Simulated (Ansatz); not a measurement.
Input of an Ansatz 0.2.0 run:

The input input.yaml:

```yaml
crystal:
  lattice:
    - [-2.82766816, -1.63255497, -2.31773161]
    - [2.82766816, -4.89766492, 0.0]
    - [-2.82766816, -1.63255497, 4.63546322]
  atoms:
    - { symbol: Ba, position: [0.01574546, 0.99510673, 0.97325899] }
    - { symbol: Ba, position: [0.98425454, 0.50489327, 0.52674101] }
    - { symbol: Ti, position: [0.50385971, 0.9895382, 0.503622] }
    - { symbol: Ti, position: [0.46814029, 0.5104618, 0.024378] }
    - { symbol: O, position: [0.53055, 0.23162339, 0.73315727] }
    - { symbol: O, position: [0.48625, 0.75827661, 0.23994273] }
    - { symbol: O, position: [0.47921711, 0.75734423, 0.73348461] }
    - { symbol: O, position: [0.53758289, 0.25275577, 0.23961539] }
    - { symbol: O, position: [0.99088784, 0.02893112, 0.47950327] }
    - { symbol: O, position: [0.04611216, 0.47106888, 0.00369673] }
hamiltonian:
  xc: pbesol
  pseudopotentials: { kind: paw }
  hubbard: { sites: [{ species: Ti, l: d, u_eff: 5.0 }] }
kpoints:
  mp_grid: { grid: [7, 5, 5] }
  band_path:
    path:
      - [[0.0, 0.0, 0.0], [0.0, 0.0, 0.5], [-0.4987186014, 0.0, 0.502576104], [-0.5, 0.0, 0.5], [-0.5, 0.5, 0.5], [-0.5012813986, 0.5, 0.497423896], [-0.5, 0.5, 0.0], [-0.5, 0.0, 0.0], [-0.5012813986, 0.0, 0.497423896]]
      - [[-0.4987186014, 0.5, 0.502576104], [0.0, 0.5, 0.5], [0.0, 0.5, 0.0]]
      - [[0.0, 0.0, 0.5], [0.0, 0.5, 0.5]]
    npoints: 10
scf:
  occupations: { method: fermi_dirac, width: 0.05 }
  n_extra_bands: 25
output:
  forces: true
  stress: true
  eigenvalues: true
  fatbands: false
  write_density: true
  write_potential: true
  elf: true
  volumetric_format: npy
```

Potentials or basis: Ansatz PAW.

Launch:

```bash
$ ansatz run input.yaml --threads 4 --pin off --max-ram 11264MiB --backend cpu --events-out ev --progress --plain --runs-dir out
```

Problem. What does it give for the band gap on the k mesh?

Solution. 2.76 eV, indirect (least direct gap 2.81 eV).

Problem. Predict the band gap along the path.

Solution. 2.72 eV, indirect (least direct gap 2.81 eV).

Stress tensor (GPa, compression positive):
```
 4.85  1.52  2.03
 1.52  3.42 -0.26
 2.03 -0.26  4.23
```

Caveat: the pressure holds a Pulay correction of +0.6 GPa for the finite cutoff; spin-orbit coupling is left out, which moves the levels of the heavy elements; the PAW data sets come from PBE, with cores solved anew for the run's functional, which leaves a small shift of forces and pressure; forces of over 1 eV/Å show positions far from the minimum, so gaps and moduli don't describe the material at rest.
